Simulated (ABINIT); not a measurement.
# KF (Carobbiite): a self-consistent loop beyond G0W0, cycle by cycle

How far does self-consistency move the gap of KF (Carobbiite)?

Main program and level: ABINIT 10.8.3; PBE and many-body steps on it, plane waves.

**1. Starting point**

Symmetry: Fm-3m, No. 225, cubic system. The conventional cell has a = 5.344 Å, b = 5.344 Å, c = 5.344 Å, α = 90.00°, β = 90.00°, γ = 90.00°. K has 6 F at 2.67 Å nearest. Nearest to F lie 6 K at 2.67 Å. Farther neighbours and most contacts between anions are not listed.

The cell and positions come from the Crystallography Open Database and are kept as given unless a step says otherwise.

**2. Empty states on the mesh, 4×4×4 mesh, 155 bands**

This step: ABINIT 10.8.3; DFT, PBE, plane waves, norm-conserving pseudopotentials.

The sums over transitions need many empty states on a uniform mesh; this step solves for them.

The input, run.abi:

```
acell 3*1.0 Angstrom
rprim 
  0.000000000000 2.671850000000 2.671850000000
  2.671850000000 0.000000000000 2.671850000000
  2.671850000000 2.671850000000 0.000000000000
ntypat 2
znucl 19 9
natom 2
typat 1 2
xred 
  0.000000000000 0.000000000000 0.000000000000
  0.500000000000 0.500000000000 0.500000000000
pp_dirpath "pseudos"
pseudos "K.upf, F.upf"
ecut 36
ngkpt 4 4 4
nshiftk 1
shiftk 0 0 0
kptopt 1
chksymbreak 0
irdden 1
istwfk *1
nband 155
prtvol 0
optdriver 6
gwr_task "HDIAGO"
paral_kgb 0
occopt 1
indata_prefix "in"
outdata_prefix "out"
tmpdata_prefix "tmp"
```

Launch:

```
> OMP_NUM_THREADS=1 mpirun -n 8 abinit run.abi > log
```

What it wrote:

```text
.Version 10.8.3 of ABINIT. v10.8.2 released Aug 2026.

 Symmetries : space group Fm -3 m (#225); Bravais cF (face-center cubic)
[... echo of the input left out ...]
== DATASET  1 ==================================================================
-   mpi_nproc: 8, omp_nthreads: 1 (-1 if OMP is not activated)

--- !DatasetInfo
iteration_state: {dtset: 1, }
dimensions: {natom: 2, nkpt: 8, mband: 155, nsppol: 1, nspinor: 1, nspden: 1, mpw: 2685, }
cutoff_energies: {ecut:  36.0, pawecutdg:  -1.0, }
[...]
Direct band gap semiconductor
 Fundamental gap:     6.199 (eV)
   VBM:     0.131 (eV) at k: [ 0.0000E+00,  0.0000E+00,  0.0000E+00]
   CBM:     6.330 (eV) at k: [ 0.0000E+00,  0.0000E+00,  0.0000E+00]
 Direct gap:         6.199 (eV) at k: [ 0.0000E+00,  0.0000E+00,  0.0000E+00]

== END DATASET(S) ==============================================================
================================================================================

 -outvars: echo values of variables after computation  --------
           etotal      0.0000000000E+00
            nband         155
             nkpt           8
          spgroup         225
 [... the other variables as echoed above ...]

 Calculation completed.
```

Wall time 13 s (8 MPI ranks of Intel Xeon 6975P-C (Granite Rapids), shared host); peak memory 3.6 GiB; 98 s of CPU time.

This step gave:

```
gap                                                           : 6.199 eV
k of the valence top                                          : 0, 0, 0
k of the conduction bottom                                    : 0, 0, 0
least direct gap                                              : 6.199 eV
k points computed                                             : 8
lowest point of the top converged band, above the valence top : 129.7927 eV
```

On this mesh the gap is 6.199 eV.

The density comes from a self-consistent run that is not shown.

**3. Screening, 4×4×4 mesh, 147 bands, screening to 195.9 eV**

The RPA dielectric matrix is built and inverted for each q.

This step: RPA screening on PBE, plane waves, norm-conserving pseudopotentials.

Edit run.abi of step 2 so:

```diff
@@ -20,10 +20,11 @@
 chksymbreak 0
-irdden 1
 istwfk *1
-nband 155
-prtvol 0
-optdriver 6
-gwr_task "HDIAGO"
-paral_kgb 0
 occopt 1
+irdwfk 1
+optdriver 3
+nband 147
+ecuteps 7.2
+inclvkb 2
+awtr 1
+symchi 1
 indata_prefix "in"
```

What it wrote:

```text
.Version 10.8.3 of ABINIT. v10.8.2 released Aug 2026.

 Symmetries : space group Fm -3 m (#225); Bravais cF (face-center cubic)
[... echo of the input left out ...]
== DATASET  1 ==================================================================
-   mpi_nproc: 8, omp_nthreads: 1 (-1 if OMP is not activated)

--- !DatasetInfo
iteration_state: {dtset: 1, }
dimensions: {natom: 2, nkpt: 8, mband: 147, nsppol: 1, nspinor: 1, nspden: 1, mpw: 2685, }
cutoff_energies: {ecut:  36.0, pawecutdg:  -1.0, }
electrons: {nelect:   1.60000000E+01, charge:   0.00000000E+00, occopt:   1.00000000E+00, tsmear:   1.00000000E-02, }

 SCREENING: Calculation of the susceptibility and dielectric matrices

 Based on a program developped by R.W. Godby, V. Olevano, G. Onida, and L. Reining.
 Incorporated in ABINIT by V. Olevano, G.-M. Rignanese, and M. Torrent.
.Using double precision arithmetic ; gwpc =  8

[... cell and pseudopotentials left out ...]
--------------------------------------------------------------------------------

 ==== K-mesh for the wavefunctions ====
 Number of points in the irreducible wedge :     8
[... list of points left out ...]
 Together with 48 symmetry operations and time-reversal symmetry
 yields    64 points in the full Brillouin Zone.

 ==== Q-mesh for the screening function ====
 Number of points in the irreducible wedge :     8
[... list of points left out ...]
 Together with 48 symmetry operations and time-reversal symmetry
 yields    64 points in the full Brillouin Zone.

 setmesh: FFT mesh size selected  =    27x   27x   27
          total number of points  =        19683

 vcoul_init : cutoff-mode = AUXILIARY_FUNCTION
 q-points for optical limit:   1
     1)      0.000010    0.000020    0.000030

- screening: taking advantage of time-reversal symmetry
- Maximum band index for partially occupied states nbvw = 8
- Remaining bands to be divided among processors   nbcw = 139
- Number of bands treated by each node ~17

 Number of electrons calculated from density =   16.0000; Expected =   16.0000
 average of density, n =  0.062152
 r_s =    1.5661
 omega_plasma =   24.0483 [eV]

 calculating chi0 at frequencies [eV] :
  1    0.000000E+00    0.000000E+00
  2    0.000000E+00    2.404829E+01

--------------------------------------------------------------------------------
  q-point number  1        q = ( 0.000000, 0.000000, 0.000000) [r.l.u.]
--------------------------------------------------------------------------------
[... chi0 elements left out ...]
 For q-point:  0.000010 0.000020 0.000030
  dielectric constant =   1.8948
  dielectric constant without local fields =   2.1054

  Average fulfillment of the sum rule on Im[epsilon] for q-point    1 :     75.17  [%]
[... wings left out ...]
  q-point number  2        q = ( 0.250000, 0.000000, 0.000000) [r.l.u.]
--------------------------------------------------------------------------------
[... chi0 elements left out ...]
  Average fulfillment of the sum rule on Im[epsilon] for q-point    2 :     81.89  [%]

 [... 6 further q-points ...]
```

It took 11 s on 8 MPI ranks; peak memory 1.3 GiB.

This step gave:

- ε∞ with local fields, on this mesh, along the program's q direction: 1.895
- the same without local fields: 2.105
- plasma frequency: 24.05 eV
- plane waves in the screening matrix: 259

Local fields lower ε∞ by 10 %. On a Γ-centred mesh this coarse the value itself is usually too large, while a short band sum pulls it down.

**4. G0W0**

The self-energy is evaluated for the states that the input lists, and the levels follow from it, in one-shot runs by the linearised quasiparticle equation.

This step: G0W0 on PBE, plane waves, norm-conserving pseudopotentials.

Edit run.abi of step 3 so:

```diff
@@ -23,8 +23,15 @@
 irdwfk 1
-optdriver 3
+optdriver 4
 nband 147
+gwcalctyp 0
+ecutsigx 36
+symsigma 1
+nkptgw 1
+kptgw 
+  0.0000000000 0.0000000000 0.0000000000
+bdgw 
+  6 12
 ecuteps 7.2
-inclvkb 2
-awtr 1
-symchi 1
+irdscr 1
+ppmodel 1
 indata_prefix "in"
```

What it wrote:

```text
.Version 10.8.3 of ABINIT. v10.8.2 released Aug 2026.

 Symmetries : space group Fm -3 m (#225); Bravais cF (face-center cubic)
[... echo of the input left out ...]
== DATASET  1 ==================================================================
-   mpi_nproc: 8, omp_nthreads: 1 (-1 if OMP is not activated)

--- !DatasetInfo
iteration_state: {dtset: 1, }
dimensions: {natom: 2, nkpt: 8, mband: 147, nsppol: 1, nspinor: 1, nspden: 1, mpw: 2685, }
cutoff_energies: {ecut:  36.0, pawecutdg:  -1.0, }
electrons: {nelect:   1.60000000E+01, charge:   0.00000000E+00, occopt:   1.00000000E+00, tsmear:   1.00000000E-02, }

 SIGMA: Calculation of the GW corrections

 Based on a program developped by R.W. Godby, V. Olevano, G. Onida, and L. Reining.
 Incorporated in ABINIT by V. Olevano, G.-M. Rignanese, and M. Torrent.
.Using double precision arithmetic ; gwpc =  8

[... cell and pseudopotentials left out ...]
--------------------------------------------------------------------------------

 ==== K-mesh for the wavefunctions ====
 Number of points in the irreducible wedge :     8
[... list of points left out ...]
 Together with 48 symmetry operations and time-reversal symmetry
 yields    64 points in the full Brillouin Zone.

 ==== Q-mesh for screening function ====
 Number of points in the irreducible wedge :     8
[... list of points left out ...]
 Together with 48 symmetry operations and time-reversal symmetry
 yields    64 points in the full Brillouin Zone.

 vcoul_init : cutoff-mode = AUXILIARY_FUNCTION
 q-points for optical limit:   1
     1)      0.000010    0.000020    0.000030
 setmesh: FFT mesh size selected  =    40x   40x   40
          total number of points  =        64000

 Number of electrons calculated from density =   16.0000; Expected =   16.0000
 average of density, n =  0.062152
 r_s =    1.5661
 omega_plasma =   24.0483 [eV]

 === KS Band Gaps ===
  >>>> For spin  1
   Minimum direct gap =   6.1994 [eV], located at k-point      :   0.0000  0.0000  0.0000
   Fundamental gap    =   6.1994 [eV], Top of valence bands at :   0.0000  0.0000  0.0000
                                       Bottom of conduction at :   0.0000  0.0000  0.0000
 SIGMA fundamental parameters:
 PLASMON POLE MODEL  1
 number of plane-waves for SigmaX                 2685
 number of plane-waves for SigmaC and W            259
 number of plane-waves for wavefunctions          2685
 number of bands                                   147
 number of independent spin polarizations            1
 number of spinorial components                      1
 number of k-points in IBZ                           8
 number of q-points in IBZ                           8
 number of symmetry operations                      48
 number of k-points in BZ                           64
 number of q-points in BZ                           64
 number of frequencies for dSigma/dE                 9
 frequency step for dSigma/dE [eV]                0.25
 number of omega for Sigma on real axis              0
 max omega for Sigma on real axis  [eV]           0.00
 zcut for avoiding poles [eV]                     0.10

 EPSILON^-1 parameters (SCR file):
 dimension of the eps^-1 matrix on file            259
 dimension of the eps^-1 matrix used               259
 number of plane-waves for wavefunctions          2685
 number of bands                                   147
 number of q-points in IBZ                           8
 number of frequencies                               2
 number of real frequencies                          1
 number of imag frequencies                          1

 matrix elements of self-energy operator (all in [eV])

 Perturbative Calculation

--- !SelfEnergy_ee
iteration_state: {dtset: 1, }
kpoint     : [   0.000,    0.000,    0.000, ]
spin       : 1
KS_gap     :    6.199
QP_gap     :    9.593
Delta_QP_KS:    3.394
data: !SigmaeeData |
     Band     E0 <VxcDFT>   SigX SigC(E0)      Z dSigC/dE  Sig(E)    E-E0       E
        6   0.131 -21.899 -29.492   4.673   0.807  -0.239 -24.255  -2.356  -2.226
        7   0.131 -21.899 -29.492   4.673   0.807  -0.239 -24.255  -2.356  -2.226
        8   0.131 -21.899 -29.492   4.673   0.807  -0.239 -24.255  -2.356  -2.226
        9   6.330  -7.969  -4.003  -2.811   0.898  -0.114  -6.932   1.037   7.367
       10  10.825 -10.841  -4.968  -3.140   0.891  -0.123  -8.406   2.435  13.259
       11  10.825 -10.841  -4.968  -3.140   0.891  -0.123  -8.406   2.435  13.259
       12  10.825 -10.841  -4.968  -3.140   0.891  -0.123  -8.406   2.435  13.259

== END DATASET(S) ==============================================================
================================================================================

 -outvars: echo values of variables after computation  --------
           etotal      0.0000000000E+00
            nband         147
             nkpt           8
          spgroup         225
 [... the other variables as echoed above ...]

 Calculation completed.
```

Wall time 4.5 s (8 MPI ranks); peak memory 1.2 GiB; 34 s of CPU time.

Numbers from this step:

```yaml
g0w0_gap_on_the_points_computed: 9.593 eV
starting_gap_on_the_mesh: 6.199 eV
k_of_the_valence_top: 0, 0, 0
k_of_the_conduction_bottom: 0, 0, 0
z_at_the_valence_top: 0.807
z_at_the_conduction_bottom: 0.898
least_direct_g0w0_gap_on_the_computed_points: 9.593 eV
```

The gap on the mesh goes from 6.20 eV to 9.59 eV, a correction of +3.39 eV.

**5. evGW0, cycle 1**

This step: evGW0 on PBE, plane waves, norm-conserving pseudopotentials.

Edit run.abi of step 4 so:

```diff
@@ -25,10 +25,24 @@
 nband 147
-gwcalctyp 0
+gwcalctyp 10
 ecutsigx 36
 symsigma 1
-nkptgw 1
+nkptgw 8
 kptgw 
   0.0000000000 0.0000000000 0.0000000000
+  0.2500000000 0.0000000000 0.0000000000
+  0.5000000000 0.0000000000 0.0000000000
+  0.2500000000 0.2500000000 0.0000000000
+  0.5000000000 0.2500000000 0.0000000000
+  -0.2500000000 0.2500000000 0.0000000000
+  0.5000000000 0.5000000000 0.0000000000
+  -0.2500000000 0.5000000000 0.2500000000
 bdgw 
-  6 12
+  1 12
+  1 12
+  1 12
+  1 12
+  1 12
+  1 12
+  1 12
+  1 12
 ecuteps 7.2
```

What it wrote:

```text
.Version 10.8.3 of ABINIT. v10.8.2 released Aug 2026.

 Symmetries : space group Fm -3 m (#225); Bravais cF (face-center cubic)
[... echo of the input left out ...]
== DATASET  1 ==================================================================
-   mpi_nproc: 8, omp_nthreads: 1 (-1 if OMP is not activated)

--- !DatasetInfo
iteration_state: {dtset: 1, }
dimensions: {natom: 2, nkpt: 8, mband: 147, nsppol: 1, nspinor: 1, nspden: 1, mpw: 2685, }
cutoff_energies: {ecut:  36.0, pawecutdg:  -1.0, }
electrons: {nelect:   1.60000000E+01, charge:   0.00000000E+00, occopt:   1.00000000E+00, tsmear:   1.00000000E-02, }

 SIGMA: Calculation of the GW corrections

 Based on a program developped by R.W. Godby, V. Olevano, G. Onida, and L. Reining.
 Incorporated in ABINIT by V. Olevano, G.-M. Rignanese, and M. Torrent.
.Using double precision arithmetic ; gwpc =  8

[... cell and pseudopotentials left out ...]
--------------------------------------------------------------------------------

 ==== K-mesh for the wavefunctions ====
 Number of points in the irreducible wedge :     8
[... list of points left out ...]
 Together with 48 symmetry operations and time-reversal symmetry
 yields    64 points in the full Brillouin Zone.

 ==== Q-mesh for screening function ====
 Number of points in the irreducible wedge :     8
[... list of points left out ...]
 Together with 48 symmetry operations and time-reversal symmetry
 yields    64 points in the full Brillouin Zone.

 vcoul_init : cutoff-mode = AUXILIARY_FUNCTION
 q-points for optical limit:   1
     1)      0.000010    0.000020    0.000030
 setmesh: FFT mesh size selected  =    40x   40x   40
          total number of points  =        64000

 Number of electrons calculated from density =   16.0000; Expected =   16.0000
[...]
QP_gap     :   12.367
Delta_QP_KS:    4.078
data: !SigmaeeData |
     Band     E_DFT   <VxcDFT>   E(N-1)  <Hhartree>   SigX  SigC[E(N-1)]    Z     dSigC/dE  Sig[E(N)]  DeltaE  E(N)_pert E(N)_diago
[...]
--- !SelfEnergy_ee
iteration_state: {dtset: 1, }
kpoint     : [  -0.250,    0.500,    0.250, ]
spin       : 1
KS_gap     :    9.914
QP_gap     :   14.186
Delta_QP_KS:    4.272
data: !SigmaeeData |
     Band     E_DFT   <VxcDFT>   E(N-1)  <Hhartree>   SigX  SigC[E(N-1)]    Z     dSigC/dE  Sig[E(N)]  DeltaE  E(N)_pert E(N)_diago
[...]
11    11.338   -12.095    11.338    23.433    -6.085    -3.197     0.885    -0.129    -9.604     2.491    13.830    14.152
       12    13.481   -14.244    13.481    27.725    -7.474    -3.311     0.873    -0.145   -11.224     3.020    16.501    16.940

 New Fermi energy :        8.628125E-02 Ha ,    2.347832E+00 eV
 New Exchange energy :    -8.463260E+00 Ha ,   -2.302970E+02 eV

 === QP Band Gaps ===
  >>>> For spin  1
   Minimum direct gap =  10.2751 [eV], located at k-point      :   0.0000  0.0000  0.0000
   Fundamental gap    =  10.2751 [eV], Top of valence bands at :   0.0000  0.0000  0.0000
                                       Bottom of conduction at :   0.0000  0.0000  0.0000

 writing QP data on file : out_QPS

 Convergence of QP corrections
 >>>>> For spin  1 <<<<<
.  kptgw no:  1; Maximum DeltaE = (  -3.852  -0.000) for band index:  3
.  kptgw no:  2; Maximum DeltaE = (  -3.857  -0.000) for band index:  3
.  kptgw no:  3; Maximum DeltaE = (  -3.864  -0.002) for band index:  3
[...]
.  kptgw no:  7; Maximum DeltaE = (  -3.888  -0.000) for band index:  3
.  kptgw no:  8; Maximum DeltaE = (  -3.879  -0.000) for band index:  3

== END DATASET(S) ==============================================================
================================================================================

 -outvars: echo values of variables after computation  --------
           etotal      0.0000000000E+00
            nband         147
             nkpt           8
          spgroup         225
 [... the other variables as echoed above ...]

 Calculation completed.
```

Wall time 80 s (8 MPI ranks); peak memory 2.1 GiB; 11 min of CPU time.

This step gave:

| Item | Value |
| --- | --- |
| quasiparticle gap on the mesh | 10.28 eV |
| gap of the density functional on the mesh | 6.199 eV |
| k of the valence top | 0, 0, 0 |
| k of the conduction bottom | 0, 0, 0 |
| Z at the valence top | 0.807 |
| Z at the conduction bottom | 0.898 |
| least direct quasiparticle gap on the computed points | 10.28 eV |

Against G0W0 in ABINIT (4×4×4 mesh, 147 bands, screening to 195.9 eV, Godby-Needs plasmon pole), the gap moves by +0.682 eV. This first cycle still uses the starting levels; it takes the full correction, at all points of the mesh, and its linearised value is 9.593 eV.

**6. evGW0, cycle 2**

The corrected levels of the last cycle go back in.

Edit run.abi of step 5 so:

```diff
@@ -50,2 +50,3 @@
 ppmodel 1
+irdqps 1
 indata_prefix "in"
```

What it wrote:

```text
.Version 10.8.3 of ABINIT. v10.8.2 released Aug 2026.

 Symmetries : space group Fm -3 m (#225); Bravais cF (face-center cubic)
[... echo of the input left out ...]
== DATASET  1 ==================================================================
-   mpi_nproc: 8, omp_nthreads: 1 (-1 if OMP is not activated)

--- !DatasetInfo
iteration_state: {dtset: 1, }
dimensions: {natom: 2, nkpt: 8, mband: 147, nsppol: 1, nspinor: 1, nspden: 1, mpw: 2685, }
cutoff_energies: {ecut:  36.0, pawecutdg:  -1.0, }
[...]
.  kptgw no:  3; Maximum DeltaE = (  -2.493   0.077) for band index:  1
[...]
.  kptgw no:  7; Maximum DeltaE = (  -2.536   0.091) for band index:  1
.  kptgw no:  8; Maximum DeltaE = (  -2.412   0.051) for band index:  1

== END DATASET(S) ==============================================================
================================================================================

 -outvars: echo values of variables after computation  --------
           etotal      0.0000000000E+00
            nband         147
             nkpt           8
          spgroup         225
 [... the other variables as echoed above ...]

 Calculation completed.
```

The job ended after 78 s (8 MPI ranks; peak memory 2.1 GiB; 10 min of CPU time).

Numbers from this step:

```
quasiparticle gap on the mesh                         : 10.18 eV
gap of the density functional on the mesh             : 6.199 eV
k of the valence top                                  : 0, 0, 0
k of the conduction bottom                            : 0, 0, 0
least direct quasiparticle gap on the computed points : 10.18 eV
```

Against the cycle before, the gap moves by −0.094 eV.

[end of part 1 of 3]

[Paths, hosts, dates, memory and timing lines, banners, echoed tables and standing remarks are left out of the program output.]

[Logs are printed without paths, hosts, clocks, repeated set-up lines and the standing remarks that a program may print on its own settings, such as how far it seeks lower states.]

[Runs of the session that timed out or met a known fault of the program may be left out.]

[Hosts, paths, dates, database ids (printed as entryN), source tags and the programs' standing remarks are cut or masked in the printed files.]

[G0W0 gaps are taken among the corrected bands and points alone; a level outside them can change the order at an edge.]

[Where Ansatz stands beside ABINIT at settings called matched, ABINIT's density can come from a denser mesh and the files from another edition; pairs whose starting gaps differed by over 0.03 eV were left out, so agreement reads better than it is.]
